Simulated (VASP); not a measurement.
# Fe (Fmmm) in VASP: further runs

One crystal, Fe, is run at these levels: PBEsol; tasks: single point.

Program: VASP 6.6.1. These are calculated values, not measurements. Logs are shortened: lines on timing, memory, paths and dates and some standing lists are left out, and cuts for length are marked.

**1. The crystal as given**

It takes space group Fmmm (No. 69, orthorhombic). The conventional cell has a = 2.997 Å, b = 3.883 Å, c = 3.930 Å, α = 90.00°, β = 90.00°, γ = 90.00°. Fe (site symmetry mmm) is surrounded by 12 Fe at 2.45 to 2.76 Å.

**2. Single point, PBEsol, collinear spin, ferromagnetic start**

INCAR reads:

```
SYSTEM = Fe
ADDGRID = .False.
ALGO = Normal
EDIFF = 1E-6
ENCUT = 450
GGA = PS
ISIF = 2
ISMEAR = -1
ISPIN = 2
LASPH = .True.
LCHARG = .False.
LMAXMIX = 4
LORBIT = 11
LREAL = .False.
LWAVE = .False.
MAGMOM = 3
NELM = 100
PREC = Accurate
SIGMA = 0.15
```

KPOINTS reads:

```
k-points
0
Gamma
  12 12 12
  0 0 0
```

POSCAR reads:

```
Fe
1.0
    0.0000000000      1.9417396906      1.9651051623
    1.4984397099      0.0000000000      1.9651051623
    1.4984397099      1.9417396906      0.0000000000
Fe
1
Direct
    0.0000000000      0.0000000000      0.0000000000
```

Potentials or basis: VASP PAW PBE potentials, release 64 (Fe).

Started as:

```sh
> cat potpaw_PBE.64/Fe/POTCAR > POTCAR
> mpirun -np 1 vasp_std > vasp.out
```

OUTCAR:

```text
SYSTEM = Fe
   EDIFF = 1E-6
   ENCUT = 450
   GGA = PS
   ISIF = 2
   ISMEAR = -1
   ISPIN = 2
   LASPH = .True.
   LORBIT = 11
   LREAL = .False.
   NELM = 100
   PREC = Accurate

 Found    280 irreducible k-points:

 Following reciprocal coordinates:
            Coordinates               Weight
  0.000000  0.000000  0.000000      1.000000
  0.083333 -0.000000 -0.000000      8.000000
  0.166667 -0.000000 -0.000000      8.000000
  0.250000 -0.000000 -0.000000      8.000000
  0.333333 -0.000000  0.000000      8.000000
  0.416667 -0.000000 -0.000000      8.000000
   k-points           NKPTS =    280   k-points in BZ     NKDIM =    280   number of bands    NBANDS=     10
   number of dos      NEDOS =    301   number of ions     NIONS =      1
   total plane-waves  NPLWV =   6480
   dimension x,y,z NGX =    20 NGY =   18 NGZ =   18
   dimension x,y,z NGXF=    40 NGYF=   36 NGZF=   36
   ions per type =               1
   NGX,Y,Z   is equivalent  to a cutoff of  12.04, 12.11, 12.20 a.u.
   NGXF,Y,Z  is equivalent  to a cutoff of  24.07, 24.22, 24.40 a.u.
 SYSTEM =  Fe
   PREC   = accura    normal or accurate (medium, high low for compatibility)
   ISTART =      0    job   : 0-new  1-cont  2-samecut
   ICHARG =      2    charge: 1-file 2-atom 10-const
   ISPIN  =      2    spin polarized calculation?
   LNONCOLLINEAR =      F non collinear calculations
   LSORBIT =      F    spin-orbit coupling
   LASPH  =      T    aspherical Exc in radial PAW
   ENCUT  =  450.0 eV  33.07 Ry    5.75 a.u.   4.78  4.27  4.24*2*pi/ulx,y,z
   NELM   =    100;   NELMIN=  2; NELMDL= -5     # of ELM steps
   EDIFF  = 0.1E-05   stopping-criterion for ELM
   LREAL  =      F    real-space projection
   EDIFFG = 0.1E-04   stopping-criterion for IOM
   NSW    =      0    number of steps for IOM
   IBRION =     -1    ionic relax: 0-MD 1-quasi-New 2-CG
   NFREE  =      0    steps in history (QN), initial steepest desc. (CG)
   ISIF   =      2    stress and relaxation
   ISYM   =      2    0-nonsym 1-usesym 2-fastsym
   POTIM  = 0.5000    time-step for ionic-motion
   TEBEG  =    0.0;   TEEND  =   0.0 temperature during run
   PSTRESS=    0.0 pullay stress
   NELECT =       8.0000    total number of electrons
   NUPDOWN=      -1.0000    fix difference up-down
   EMIN   =  10.00;   EMAX   =-10.00  energy-range for DOS
   EFERMI =   0.00;   METHOD = LEGACY
   ISMEAR =    -1;   SIGMA  =   0.15  broadening in eV -4-tet -1-fermi 0-gaus
   EFERMI_NEDOS =   21; number of points for ismear=-14 and -15
   IALGO  =     38    algorithm
   IMIX   =      4    mixing-type and parameters
     AMIX     =   0.40;   BMIX     =  1.00
     AMIX_MAG =   1.60;   BMIX_MAG =  1.00
  volume/ion in A,a.u.               =      11.44        77.17
  Fermi-wavevector in a.u.,A,eV,Ry     =   1.453303  2.746344 28.736719  2.112089
  Thomas-Fermi vector in A             =   2.570585
   LORBIT       =     11    0 simple, 1 ext, 2 COOP (PROOUT), +10 PAW based schemes
   GGA     = PS    functional components
   LHFCALC =     F    Hartree Fock is set to
   AEXX    =    0.0000 exact exchange contribution
   IVDW    =     0    specifies the selected vdW correction
   LEPSILON=     F    determine dielectric tensor
   LRPA    =     F    only Hartree local field effects (RPA)
 spin polarized calculation
  energy-cutoff  :      450.00
  volume of cell :       11.44
 maximum number of plane-waves:       261
   NGX =  9   NGY =  9   NGZ =  9

 number of electron       7.9999998 magnetization       2.2058899

 Free energy of the ion-electron system (eV)
  ---------------------------------------------------
  ext. energy  EPLUGINS =         0.00000000
  ---------------------------------------------------
  free energy    TOTEN  =        -8.91722984 eV

  energy without entropy =       -8.84369365  energy(sigma->0) =       -8.88046174

 E-fermi :   5.6497     XC(G=0): -13.2398

 val. band max:        5.6495872971   @ k =  -0.1667   0.4167   0.3333
 cond. band min:       5.6692803166   @ k =  -0.2500   0.1667   0.1667
 fundamental gap:      0.0196930195
 Fermi energy:         5.6496583166

 spin component 1

 k-point     1 :       0.0000    0.0000    0.0000
  band No.  band energies     occupation
      1      -2.8848      1.00000
      2       3.1509      1.00000
      3       3.2440      1.00000
      4       3.5835      1.00000
      5       4.3173      0.99986
      6       4.7117      0.99808
      7      29.3822      0.00000
      8      30.8592      0.00000
      9      31.1213      0.00000
     10      35.0588      0.00000

 k-point     2 :       0.0833   -0.0000   -0.0000
  band No.  band energies     occupation
      1      -2.6064      1.00000
      2       3.1646      1.00000
      3       3.2523      1.00000
      4       3.6354      1.00000
      5       4.2750      0.99990
      6       4.6800      0.99844
      7      28.1896      0.00000
      8      29.9829      0.00000
      9      30.7735      0.00000
     10      34.1117      0.00000

 k-point     3 :       0.1667   -0.0000   -0.0000
  band No.  band energies     occupation
      1      -1.8121      1.00000
      2       3.1022      1.00000
      3       3.1589      1.00000
      4       3.9688      0.99999
      5       4.2090      0.99993
      6       4.6325      0.99887
      7      24.7306      0.00000
      8      28.6948      0.00000
      9      30.2635      0.00000
     10      33.0359      0.00000

 k-point     4 :       0.2500   -0.0000   -0.0000
  band No.  band energies     occupation
      1      -0.6742      1.00000
      2       2.8870      1.00000
      3       3.0997      1.00000
      4       4.2256      0.99992
      5       4.5494      0.99935
      6       4.6360      0.99884
      7      20.8452      0.00000
      8      27.0944      0.00000
      9      29.5865      0.00000
     10      30.8741      0.00000

 k-point     5 :       0.3333   -0.0000    0.0000
  band No.  band energies     occupation
      1       0.3145      1.00000
      2       2.6520      1.00000
      3       3.5301      1.00000
      4       4.2925      0.99988
      5       4.7179      0.99800
      6       5.2001      0.95245
      7      17.1476      0.00000
      8      25.6893      0.00000
      9      28.2428      0.00000
     10      29.9106      0.00000

 k-point     6 :       0.4167   -0.0000   -0.0000
  band No.  band energies     occupation
      1       0.6607      1.00000
      2       2.4820      1.00000
      3       4.2222      0.99993
      4       4.7656      0.99725
      5       4.9920      0.98768
      6       5.7183      0.38757
      7      14.0537      0.00000
      8      24.7629      0.00000
      9      27.0096      0.00000
     10      29.6276      0.00000

 [... further k-points ...]

 spin component 2

 k-point     1 :       0.0000    0.0000    0.0000
  band No.  band energies     occupation
      1      -2.6199      1.00000
      2       5.0257      0.98463
      3       5.1614      0.96285
      4       5.6478      0.50304
      5       6.8463      0.00034
      6       7.4426      0.00001
      7      29.2723      0.00000
      8      30.8010      0.00000
      9      31.0933      0.00000
     10      35.4948      0.00000

 k-point     2 :       0.0833   -0.0000   -0.0000
  band No.  band energies     occupation
      1      -2.3399      1.00000
      2       5.0359      0.98356
      3       5.1683      0.96116
      4       5.6936      0.42725
      5       6.7888      0.00050
      6       7.4028      0.00001
      7      28.3419      0.00000
      8      29.9917      0.00000
      9      30.8382      0.00000
     10      34.6760      0.00000

 k-point     3 :       0.1667   -0.0000   -0.0000
  band No.  band energies     occupation
      1      -1.5334      1.00000
      2       4.9652      0.98968
      3       5.0529      0.98163
      4       6.0249      0.07572
      5       6.6806      0.00103
      6       7.3377      0.00001
      7      25.2465      0.00000
      8      28.7863      0.00000
      9      30.5387      0.00000
     10      33.8075      0.00000

 k-point     4 :       0.2500   -0.0000   -0.0000
  band No.  band energies     occupation
      1      -0.3243      1.00000
      2       4.7595      0.99736
      3       4.8328      0.99570
      4       6.6508      0.00126
      5       6.6560      0.00122
      6       7.3194      0.00001
      7      21.5867      0.00000
      8      27.2435      0.00000
      9      30.1202      0.00000
     10      31.5145      0.00000

 k-point     5 :       0.3333   -0.0000    0.0000
  band No.  band energies     occupation
      1       0.9698      1.00000
      2       4.4937      0.99955
      3       4.8490      0.99522
      4       6.7068      0.00087
      5       7.3611      0.00001
      6       7.3824      0.00001
      7      18.0939      0.00000
      8      25.8325      0.00000
      9      28.9383      0.00000
     10      30.4420      0.00000

 k-point     6 :       0.4167   -0.0000   -0.0000
  band No.  band energies     occupation
      1       1.7794      1.00000
      2       4.2971      0.99988
      3       5.4731      0.76448
      4       6.7464      0.00067
      5       7.4578      0.00001
      6       7.9569      0.00000
      7      15.2592      0.00000
      8      24.8847      0.00000
      9      27.6480      0.00000
     10      30.2221      0.00000

 [... further k-points ...]

------------------------ aborting loop because EDIFF is reached ----------------------------------------

  FORCE on cell =-STRESS in cart. coord.  units (eV):
  Direction    XX          YY          ZZ          XY          YZ          ZX
  --------------------------------------------------------------------------------------
  -------------------------------------------------------------------------------------
  Total       -1.0581078     -0.4350388     -0.5804943      0.0000000      0.0000000      0.0000000
  in kB     -148.2499069    -60.9526408    -81.3321847      0.0000000      0.0000000      0.0000000
  external PRESSURE =     -96.8449108 kB  Pullay stress =       0.0000000 kB

 VOLUME and BASIS-vectors are now :
 -----------------------------------------------------------------------------
  energy-cutoff  :      450.00
  volume of cell :       11.44
      direct lattice vectors                 reciprocal lattice vectors
     0.000000000  1.941739691  1.965105162    -0.333680426  0.257501045  0.254439309
     1.498439710  0.000000000  1.965105162     0.333680426 -0.257501045  0.254439309
     1.498439710  1.941739691  0.000000000     0.333680426  0.257501045 -0.254439309

 POSITION                                       TOTAL-FORCE (eV/Angst)
 -----------------------------------------------------------------------------------
      0.00000      0.00000      0.00000        -0.000000      0.000000      0.000000
 -----------------------------------------------------------------------------------
    total drift:                                0.000000     -0.000000     -0.000000

  FREE ENERGIE OF THE ION-ELECTRON SYSTEM (eV)
  ---------------------------------------------------
  free  energy   TOTEN  =        -8.9172298385 eV

  energy  without entropy=       -8.8436936454  energy(sigma->0) =       -8.88046174

 total charge

# of ion       s       p       d       tot
------------------------------------------
    1        0.488   0.539   6.233   7.260

 magnetization (x)

# of ion       s       p       d       tot
------------------------------------------
    1       -0.013  -0.048   2.255   2.194
```

Wall time 47 s (1 thread of Intel Xeon Platinum 8259CL at 2.50GHz (Skylake/Cascade Lake), shared host); peak memory 0.16 GiB.

These settings aren't checked as converged: the numbers below hold their error.

Results:

```
Free energy                                           : -8.9172 eV
Pressure                                              : -9.7 GPa
Band gap on the k mesh                                : none (metal or under the smearing width)
Net moment                                            : 2.21 μB per cell
Site moments                                          : Fe +2.19 μB
Valence electrons inside the program's atomic spheres : Fe 7.26
```

Caveat: the PAW data sets were made with another functional, which shifts forces and pressure a little.

**3. Single point, PBEsol, collinear spin, ferromagnetic start**

INCAR, as its differences from that of step 2:

```diff
@@ -18,2 +18,2 @@
 PREC = Accurate
-SIGMA = 0.15
+SIGMA = 0.4
```

KPOINTS is that of step 2.

POSCAR is that of step 2.

Potentials or basis: VASP PAW PBE potentials, release 64 (Fe).

Started as:

```sh
> cat potpaw_PBE.64/Fe/POTCAR > POTCAR
> mpirun -np 1 vasp_std > vasp.out
```

Run time: 45 s. Hardware: 1 thread of Intel Xeon Platinum 8259CL at 2.50GHz (Skylake/Cascade Lake), shared host; peak memory 0.16 GiB.

These settings aren't checked as converged: the numbers below hold their error.

What came out:

| Quantity | Value |
| --- | --- |
| Free energy | -9.2021 eV |
| Pressure | -10.5 GPa |
| Band gap on the k mesh | none (metal or under the smearing width) |
| Net moment | 1.80 μB per cell |
| Site moments | Fe +1.79 μB |
| Valence electrons inside the program's atomic spheres | Fe 7.26 |

Caveat: the PAW data sets were made with another functional, which shifts forces and pressure a little.
